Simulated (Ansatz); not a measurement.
Quadrupolar parameters in Si3N4 under strain

The cell is a COD entry, relaxed with PBE at fixed cell and then changed (z compressed by 2 %, ions relaxed).

```
Si N
1.0
     7.59500    0.00000    0.00000
    -3.79750    6.57746    0.00000
     0.00000    0.00000    2.84425
Si N
6 8
Direct
  0.76616 0.17327 0.32563
  0.59289 0.76616 0.82563
  0.82673 0.59289 0.32563
  0.23384 0.82673 0.82563
  0.40711 0.23384 0.32563
  0.17327 0.40711 0.82563
  0.02709 0.32941 0.32563
  0.69767 0.02709 0.82563
  0.67059 0.69767 0.32563
  0.97291 0.67059 0.82563
  0.30233 0.97291 0.32563
  0.32941 0.30233 0.82563
  0.33333 0.66667 0.82563
  0.66667 0.33333 0.32563
```

Atoms are numbered from 1 in the order listed; like atoms form one site, named after its first atom.

All values are calculated (Ansatz; DFT, PBE, plane waves and PAW, scalar-relativistic, 420 eV cutoff, Γ-centred 4×4×10 k-points, Fermi–Dirac smearing 0.02 eV), not measured.

V_zz is the principal component of the electric field gradient with the largest magnitude, η = (V_xx − V_yy)/V_zz and C_Q = eQV_zz/h. ν_Q = 3|C_Q|/[2I(2I − 1)].

¹⁴N: I = 1, Q = 20.44 mb. Quadrupole moments are those of Pyykkö's year-2017 table.

Q: Which values are expected at the nuclei?

A: 

| site | atoms (order as listed) | first shell | C_Q (MHz) | η | ν_Q (MHz) |
| --- | --- | --- | --- | --- | --- |
| N7 | 7, 8, 9, 10, 11, 12 | 3 Si at 1.72–1.73 Å | -2.30 | 0.08 | 3.45 |
| N13 | 13, 14 | 3 Si at 1.72 Å | -2.37 | 0.00 | 3.55 |

An axis of threefold or higher order runs through N13, so V_zz lies along it and η is zero. At N7 V_zz stands upright on the plane through its three neighbours (within 3°).

Si has no stable isotope with a ground-state quadrupole moment in the table, so these sites are left out.

At this changed cell the PBE pressure is 12 GPa.
